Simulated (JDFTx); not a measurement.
# Sb (I4/mmm) in JDFTx: equation of state

How stiff is Sb in PBEsol, and what volume does it want? The cell is scaled to several volumes.

Everything below comes from runs of JDFTx 1.7.0 (patched build). Logs are shortened: lines on timing, memory, paths and dates and some standing lists are left out, and cuts for length are marked. The log counts tension as positive stress, the text compression.

## (1) Starting point

Symmetry: I4/mmm, No. 139, tetragonal system. Conventional cell: a = 3.153 Å, b = 3.153 Å, c = 5.424 Å, α = 90.00°, β = 90.00°, γ = 90.00°. Sb (site symmetry 4/mmm) has 12 Sb at 3.15 to 3.51 Å as nearest neighbours.

This isn't the form of Sb at room conditions, which is rhombohedral.

## (2) Equation of state, PBEsol, 25.34 Å³/atom (volume scaled by 0.94)

Sb.in

```
lattice \
   -2.9184115101     2.9184115101     2.9184115101 \
    2.9184115101    -2.9184115101     2.9184115101 \
    5.0202033653     5.0202033653    -5.0202033653
coords-type Lattice
ion Sb     0.0000000000     0.0000000000     0.0000000000 1

ion-species pseudo/Sb.upf
elec-cutoff 40
elec-ex-corr gga-PBEsol
kpoint-folding 12 12 12
elec-smearing Fermi 0.0018374661
elec-n-bands 13
electronic-SCF nIterations 100 energyDiffThreshold 1e-09
electronic-minimize nIterations 30 energyDiffThreshold 1e-7
forces-output-coords Cartesian

dump-name run.$VAR
dump End Ecomponents EigStats BandEigs Kpoints Forces Stress ElecDensity Dtot KEdensity
```

Potentials or basis: PseudoDojo-SR-PBEsol-0.4.1-standard with smoothed tails.

Command:

```sh
> jdftx -c 1 -i Sb.in -o Sb.out
```

Standard output:

```text
*************** JDFTx 1.7.0 (patched build) ***************

Input parsed successfully to the following command list (including defaults):
[... the input with its defaults ...]

---------- Setting up symmetries ----------

Non-trivial transmission matrix:
[   1   0   0  ]
[   0   1   0  ]
[   1   1   1  ]
with reduced lattice vectors:
[      0.000000      5.836823      2.918412  ]
[      5.836823      0.000000      2.918412  ]
[      0.000000      0.000000     -5.020203  ]

Found 16 point-group symmetries of the bravais lattice
Found 16 space-group symmetries with basis
Applied RMS atom displacement 0 bohrs to make symmetries exact.

---------- Initializing the Grid ----------
R =
[     -2.91841      2.91841      2.91841  ]
[      2.91841     -2.91841      2.91841  ]
[       5.0202       5.0202      -5.0202  ]
unit cell volume = 171.031
G =
[ 2.27068e-17    1.07647    0.62579  ]
[    1.07647 2.27068e-17    0.62579  ]
[    1.07647    1.07647 1.53754e-17  ]
Minimum fftbox size, Smin = [  40  40  40  ]
Chosen fftbox size, S = [  40  40  40  ]

---------- Exchange Correlation functional ----------
Initalized PBEsol GGA exchange.
Initalized PBEsol GGA correlation.

---------- Setting up pseudopotentials ----------
Width of ionic core gaussian charges (only for fluid interactions / plotting) set to 0

Reading pseudopotential file 'pseudo/Sb.upf':
  'Sb' pseudopotential, 'PBESOL' functional
  Generated using ONCVPSP code by D. R. Hamann
  15 valence electrons, 3 orbitals, 6 projectors, 1001 radial grid points, with lMax = 2
    4D    l: 2   occupation: 10.0   eigenvalue: -1.229265
    5S    l: 0   occupation:  2.0   eigenvalue: -0.473197
    5P    l: 1   occupation:  3.0   eigenvalue: -0.178030
  Core radius for overlap checks: 2.05 bohrs.

Initialized 1 species with 1 total atoms.

Folded 1 k-points by 12x12x12 to 1728 k-points.

---------- Setting up k-points, bands, fillings ----------
Reduced to 163 k-points under symmetry.
Computing the number of bands and number of electrons
Calculating initial fillings.
nElectrons:  15.000000   nBands: 13   nStates: 163

----- Setting up reduced wavefunction bases (one per k-point) -----
average nbasis = 2066.448 , ideal nbasis = 2066.609

---------- Setting up ewald sum ----------
Optimum gaussian width for ewald sums = 2.209336 bohr.
Real space sum over 2535 unit cells with max indices [  6  6  7  ]
Reciprocal space sum over 2197 terms with max indices [  6  6  6  ]

---------- Allocating electronic variables ----------
Initializing wave functions:  linear combination of atomic orbitals
Note: number of bands (13) exceeds available atomic orbitals (9)
Sb pseudo-atom occupations:   s ( 2 )  p ( 3 )  d ( 10 )
	FillingsUpdate:  mu: +0.489933195  nElectrons: 15.000000
LCAOMinimize: Iter:   0  F: -80.3089885613905636  |grad|_K:  3.655e-05  alpha:  1.000e+00
	FillingsUpdate:  mu: +0.490093453  nElectrons: 15.000000
LCAOMinimize: Iter:   1  F: -80.3090046039032899  |grad|_K:  3.161e-07  alpha:  8.726e-01  linmin: -1.900e-02  cgtest:  1.697e-01
LCAOMinimize: Encountered beta<0, resetting CG.
	FillingsUpdate:  mu: +0.490094037  nElectrons: 15.000000
LCAOMinimize: Iter:   2  F: -80.3090046052509479  |grad|_K:  9.979e-09  alpha:  9.783e-01  linmin: -1.335e-03  cgtest:  1.855e-02
	FillingsUpdate:  mu: +0.490094023  nElectrons: 15.000000
LCAOMinimize: Iter:   3  F: -80.3090046052520137  |grad|_K:  8.193e-10  alpha:  7.964e-01  linmin: -9.762e-02  cgtest:  7.460e-01
LCAOMinimize: Encountered beta<0, resetting CG.
LCAOMinimize: Converged (|Delta F|<1.000000e-06 for 2 iters).

-------- Electronic minimization -----------
Will mix electronic density at each iteration.
	FillingsUpdate:  mu: +0.490094023  nElectrons: 15.000000
	FillingsUpdate:  mu: +0.480730112  nElectrons: 15.000000
SCF: Cycle:  0   F: -80.328659122951208   dF: -1.965e-02   |Residual|: 1.163e-02   |deigs|: 5.459e-01
	FillingsUpdate:  mu: +0.480366073  nElectrons: 15.000000
SCF: Cycle:  1   F: -80.328807498679282   dF: -1.484e-04   |Residual|: 6.436e-03   |deigs|: 4.396e-03
	FillingsUpdate:  mu: +0.480090190  nElectrons: 15.000000
SCF: Cycle:  2   F: -80.328823914731757   dF: -1.642e-05   |Residual|: 1.035e-03   |deigs|: 1.621e-03
	FillingsUpdate:  mu: +0.480122727  nElectrons: 15.000000
SCF: Cycle:  3   F: -80.328825373523955   dF: -1.459e-06   |Residual|: 1.887e-04   |deigs|: 3.219e-04
	FillingsUpdate:  mu: +0.480126236  nElectrons: 15.000000
SCF: Cycle:  4   F: -80.328825896022863   dF: -5.225e-07   |Residual|: 9.638e-05   |deigs|: 1.032e-04
	FillingsUpdate:  mu: +0.480127788  nElectrons: 15.000000
SCF: Cycle:  5   F: -80.328826011707918   dF: -1.157e-07   |Residual|: 3.991e-05   |deigs|: 5.563e-05
	FillingsUpdate:  mu: +0.480130160  nElectrons: 15.000000
SCF: Cycle:  6   F: -80.328826059962864   dF: -4.825e-08   |Residual|: 9.729e-06   |deigs|: 6.422e-05
	FillingsUpdate:  mu: +0.480130395  nElectrons: 15.000000
SCF: Cycle:  7   F: -80.328826071498284   dF: -1.154e-08   |Residual|: 2.183e-06   |deigs|: 4.007e-05
	FillingsUpdate:  mu: +0.480130548  nElectrons: 15.000000
SCF: Cycle:  8   F: -80.328826076561256   dF: -5.063e-09   |Residual|: 3.140e-06   |deigs|: 5.236e-05
	FillingsUpdate:  mu: +0.480130551  nElectrons: 15.000000
SCF: Cycle:  9   F: -80.328826077543539   dF: -9.823e-10   |Residual|: 1.033e-06   |deigs|: 2.806e-05
	FillingsUpdate:  mu: +0.480130565  nElectrons: 15.000000
SCF: Cycle: 10   F: -80.328826078079544   dF: -5.360e-10   |Residual|: 2.798e-07   |deigs|: 3.182e-05
SCF: Converged (|Delta E|<1.000000e-09 for 2 iters).

Setting wave functions to eigenvectors of Hamiltonian

# Stress tensor in Cartesian coordinates [Eh/a0^3]:
[ -0.000125946            0            0  ]
[            0 -0.000125946            0  ]
[            0            0 -7.07433e-05  ]

# Ionic positions in lattice coordinates:
ion Sb   0.000000000000000   0.000000000000000   0.000000000000000 1

# Forces in Cartesian coordinates:
force Sb   0.000000000000000   0.000000000000000   0.000000000000000 1

# Energy components:
   Eewald =      -58.4517893270134437
       EH =       19.0951694431023782
     Eloc =      -62.9424136268284116
      Enl =      -19.1772043515649564
      Exc =      -22.5308076720751558
 Exc_core =       10.4447324416688883
       KE =       53.2336829978421093
-------------------------------------
     Etot =      -80.3286300948685863
       TS =        0.0001959832109569
-------------------------------------
        F =      -80.3288260780795440

IonicMinimize: Iter:   0  F: -80.328826078079544  |grad|_K:  0.000e+00
IonicMinimize: Converged (|grad|_K<1.000000e-04).

#--- Lowdin population analysis ---
# oxidation-state Sb +0.064

Dumping 'run.eigStats' ...
	eMin: -0.599282 at state 162 ( [ +0.500000 +0.500000 +0.500000 ] spin 0 )
	HOMO: +0.479198 at state 14 ( [ +0.000000 +0.166667 +0.083333 ] spin 0 )
	mu  : +0.480131
	LUMO: +0.480907 at state 87 ( [ +0.083333 -0.250000 +0.500000 ] spin 0 )
	eMax: +1.325043 at state 162 ( [ +0.500000 +0.500000 +0.500000 ] spin 0 )
	HOMO-LUMO gap: +0.001709
	Optical gap  : +0.029395 at state 115 ( [ +0.166667 +0.500000 -0.333333 ] spin 0 )
Done!
```

Run time: 61 s. Hardware: 1 thread of AMD EPYC 9R45 (Zen 5), shared host; peak memory 0.21 GiB.

What came out:

```yaml
Free_energy: -2185.8587 eV
Pressure: 3.2 GPa
Band_gap_on_the_k_mesh: none (metal or under the smearing width)
```

## (3) Equation of state, PBEsol, 25.88 Å³/atom (volume scaled by 0.96)

Sb.in, as its differences from that of step 2:

```diff
@@ -1,5 +1,5 @@
 lattice \
-   -2.9184115101     2.9184115101     2.9184115101 \
-    2.9184115101    -2.9184115101     2.9184115101 \
-    5.0202033653     5.0202033653    -5.0202033653
+   -2.9389643810     2.9389643810     2.9389643810 \
+    2.9389643810    -2.9389643810     2.9389643810 \
+    5.0555580748     5.0555580748    -5.0555580748
 coords-type Lattice
```

Potentials or basis: PseudoDojo-SR-PBEsol-0.4.1-standard with smoothed tails.

Command:

```sh
> jdftx -c 1 -i Sb.in -o Sb.out
```

It took 65 s on 1 thread of AMD EPYC 9R45 (Zen 5), shared host; peak memory 0.22 GiB.

It converged, with:

```yaml
Free_energy: -2185.8669 eV
Pressure: 1.5 GPa
Band_gap_on_the_k_mesh: none (metal or under the smearing width)
```

## (4) Equation of state, PBEsol, 26.42 Å³/atom (volume scaled by 0.98)

Sb.in, as its differences from that of step 3:

```diff
@@ -1,5 +1,5 @@
 lattice \
-   -2.9389643810     2.9389643810     2.9389643810 \
-    2.9389643810    -2.9389643810     2.9389643810 \
-    5.0555580748     5.0555580748    -5.0555580748
+   -2.9592337414     2.9592337414     2.9592337414 \
+    2.9592337414    -2.9592337414     2.9592337414 \
+    5.0904250945     5.0904250945    -5.0904250945
 coords-type Lattice
```

Command:

```sh
> jdftx -c 1 -i Sb.in -o Sb.out
```

Wall time 63 s (1 thread of AMD EPYC 9R45 (Zen 5), shared host); peak memory 0.22 GiB.

Results (log left out):

| Item | Value |
| --- | --- |
| Free energy | -2185.8698 eV |
| Pressure | 0.0 GPa |
| Band gap on the k mesh | none (metal or under the smearing width) |

## (5) Equation of state, PBEsol, 26.96 Å³/atom

Sb.in, as its differences from that of step 4:

```diff
@@ -1,5 +1,5 @@
 lattice \
-   -2.9592337414     2.9592337414     2.9592337414 \
-    2.9592337414    -2.9592337414     2.9592337414 \
-    5.0904250945     5.0904250945    -5.0904250945
+   -2.9792291705     2.9792291705     2.9792291705 \
+    2.9792291705    -2.9792291705     2.9792291705 \
+    5.1248209020     5.1248209020    -5.1248209020
 coords-type Lattice
```

Command:

```sh
> jdftx -c 1 -i Sb.in -o Sb.out
```

Run time: 67 s. Hardware: 1 thread of AMD EPYC 9R45 (Zen 5), shared host; peak memory 0.22 GiB.

Results (log left out):

| Property | Result |
| --- | --- |
| Free energy | -2185.8680 eV |
| Pressure | -1.3 GPa |
| Band gap on the k mesh | none (metal or under the smearing width) |

## (6) Equation of state, PBEsol, 27.50 Å³/atom (volume scaled by 1.02)

Sb.in, as its differences from that of step 5:

```diff
@@ -1,5 +1,5 @@
 lattice \
-   -2.9792291705     2.9792291705     2.9792291705 \
-    2.9792291705    -2.9792291705     2.9792291705 \
-    5.1248209020     5.1248209020    -5.1248209020
+   -2.9989597400     2.9989597400     2.9989597400 \
+    2.9989597400    -2.9989597400     2.9989597400 \
+    5.1587611024     5.1587611024    -5.1587611024
 coords-type Lattice
```

Potentials or basis: PseudoDojo-SR-PBEsol-0.4.1-standard with smoothed tails.

Command:

```sh
> jdftx -c 1 -i Sb.in -o Sb.out
```

Run time: 69 s. Hardware: 1 thread of AMD EPYC 9R45 (Zen 5), shared host; peak memory 0.23 GiB.

Results (log left out):

```yaml
Free_energy: -2185.8620 eV
Pressure: -2.5 GPa
Band_gap_on_the_k_mesh: none (metal or under the smearing width)
```

## (7) Equation of state, PBEsol, 28.04 Å³/atom (volume scaled by 1.04)

Sb.in, as its differences from that of step 6:

```diff
@@ -1,5 +1,5 @@
 lattice \
-   -2.9989597400     2.9989597400     2.9989597400 \
-    2.9989597400    -2.9989597400     2.9989597400 \
-    5.1587611024     5.1587611024    -5.1587611024
+   -3.0184340502     3.0184340502     3.0184340502 \
+    3.0184340502    -3.0184340502     3.0184340502 \
+    5.1922604898     5.1922604898    -5.1922604898
 coords-type Lattice
```

Command:

```sh
> jdftx -c 1 -i Sb.in -o Sb.out
```

Run time: 73 s. Hardware: 1 thread of AMD EPYC 9R45 (Zen 5), shared host; peak memory 0.23 GiB.

Results (log left out):

| Property | Result |
| --- | --- |
| Free energy | -2185.8522 eV |
| Pressure | -3.5 GPa |
| Band gap on the k mesh | none (metal or under the smearing width) |

## (8) Equation of state, PBEsol, 28.58 Å³/atom (volume scaled by 1.06)

Sb.in, as its differences from that of step 7:

```diff
@@ -1,5 +1,5 @@
 lattice \
-   -3.0184340502     3.0184340502     3.0184340502 \
-    3.0184340502    -3.0184340502     3.0184340502 \
-    5.1922604898     5.1922604898    -5.1922604898
+   -3.0376602633     3.0376602633     3.0376602633 \
+    3.0376602633    -3.0376602633     3.0376602633 \
+    5.2253331044     5.2253331044    -5.2253331044
 coords-type Lattice
```

Command:

```sh
> jdftx -c 1 -i Sb.in -o Sb.out
```

Run time: 70 s. Hardware: 1 thread of AMD EPYC 9R45 (Zen 5), shared host; peak memory 0.23 GiB.

Results (log left out):

```yaml
Free_energy: -2185.8390 eV
Pressure: -4.5 GPa
Band_gap_on_the_k_mesh: none (metal or under the smearing width)
```

## (9) Equation of state, PBEsol

Potentials or basis: PseudoDojo-SR-PBEsol-0.4.1-standard with smoothed tails.

This step only gathers the single runs of the series.

What came out:

| Property | Result |
| --- | --- |
| Equilibrium volume | 26.47 Å³/atom |
| Bulk modulus at fixed shape and positions | 68 GPa |
| Pressure derivative of the bulk modulus | 4.6 |

Energy against volume, from the lowest point:
| volume (Å³/atom) | energy (meV/atom) |
| --- | --- |
| 25.344 | 11.09 |
| 25.883 | 2.90 |
| 26.423 | 0.00 |
| 26.962 | 1.81 |
| 27.501 | 7.84 |
| 28.040 | 17.65 |
| 28.580 | 30.80 |

Caveat: the cell was scaled at fixed shape and fractional positions, which overstates the stiffness of a crystal with free parameters, most of all of layers and chains.
